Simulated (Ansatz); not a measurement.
Below is the output of a Python script on Ansatz 0.2.0, Python API that makes a single point of Rb, space group P6_3/mmc. Write a script that gives it. Level of theory: PBE, PAW, cutoff 476 eV, 3×3×2 k-points, Fermi-Dirac smearing of 0.1 eV.

```
Rb
1.0
     5.08821    0.00000    0.00000
    -2.54410    4.40652    0.00000
     0.00000    0.00000    8.44206
Rb
2
Direct
  0.33333 0.66667 0.25000
  0.66667 0.33333 0.75000
```

Running `python run_scf.py` prints:
```text
Rb: -6534.802588 eV = -480.299136 Ry = -240.149568 Ha
Fermi level 1.9053 eV, 3 k-points, 24 symmetry operations
no band edges reported; Fermi level 1.905 eV
pressure -0.131 GPa
[[-0.135  0.     0.   ]
 [ 0.    -0.135  0.   ]
 [ 0.     0.    -0.123]]
elf.npy          (40, 40, 64)     min     0.0141  mean     0.2628  max     0.8784
rho.npy          (40, 40, 64)     min     0.0108  mean     0.0951  max     2.1400
v_es.npy         (40, 40, 64)     min  -172.4006  mean     0.5179  max     4.5533
v_tot.npy        (40, 40, 64)     min  -197.0667  mean    -4.8856  max     0.5259
audit    band_cg_iterations x1
audit    preconditioner_resolved x1
```

One script that gives this output:

`run_scf.py`
```python
"""SCF run for Rb."""

from collections import Counter
from pathlib import Path
import warnings

import ansatz as az
import numpy as np


def main() -> None:
    warnings.simplefilter("ignore", az.DeckWarning)

    system = (
        az.Lattice.of((5.08820698, 0.0, 0.0), (-2.54410349, 4.4065165, 0.0), (0.0, 0.0, 8.44205798))
        .atom("Rb", (1 / 3, 2 / 3, 0.25))
        .atom("Rb", (2 / 3, 1 / 3, 0.75))
    )

    # functional, basis and sampling
    setup = system.calculation()
    setup = setup.functional("pbe")
    setup = setup.basis(35 * az.Ry)
    setup = setup.kpoints(3, 3, 2, center="monkhorst-pack").occupations("fermi_dirac")
    setup = setup.scf(tolerance=1e-05)
    setup = setup.band_table().stress()
    setup = setup.density()
    setup = setup.potential().electron_localization_function()
    setup = setup.output_files(volumetric_format="npy")
    out = setup.run(threads=1)
    r = out.report

    energy = r["free_energy_ev"]
    print("Rb: {:.6f} eV = {:.6f} Ry = {:.6f} Ha".format(energy, energy / 13.605693, energy / 27.211386))
    print("Fermi level {:.4f} eV, {} k-points, {} symmetry operations".format(r["fermi_energy_ev"], r["n_kpoints"], r["n_symmetry_ops"]))

    edges = r.get("band_edges_ev")
    if edges:
        print(f"band edges on the mesh: {edges[0]:.3f} and {edges[1]:.3f} eV, gap {edges[1] - edges[0]:.3f} eV")
    else:
        print("no band edges reported; Fermi level", round(r["fermi_energy_ev"], 3), "eV")

    # pressure is a third of the trace
    stress = np.array(r["stress_gpa"])
    print(f"pressure {np.trace(stress) / 3:.3f} GPa")
    print(np.round(stress, 3) + 0.0)

    folder = Path(out.write_results("fields"))
    for name in sorted(p.name for p in folder.glob("*.npy")):
        field = np.load(folder / name)
        print(f"{name:16s} {str(field.shape):16s} min {field.min():10.4f}  mean {field.mean():10.4f}  max {field.max():10.4f}")

    told = Counter((n["data"]["severity"], n["data"]["kind"]) for n in out.notices if n["event"] == "notice")
    for (severity, kind), count in sorted(told.items()):
        print(f"{severity:8s} {kind} x{count}")


if __name__ == "__main__":
    main()
```

Reading the output:
- The settings weren't tested for convergence.
- For a metal this k-point mesh is coarse: on a finer one energies can move by several to tens of meV an atom and pressures by half a GPa or more, differences at one mesh by less.
- The zero of the levels is a convention of the potentials, so an absolute Fermi energy is no work function.
- The program warned that this SCF threshold is loose for forces or stresses.
- Pressure is positive in compression.
- Grid values close to the nuclei reflect the PAW or pseudopotential construction, not the all-electron fields.
- This isn't the structure that Rb takes at ambient conditions.
- Levels are Kohn-Sham eigenvalues on this mesh, without spin-orbit coupling.
- The script silences the warnings on its input, which a real study should read.

(Lines on the test bed's own set-up are left out of the output.)
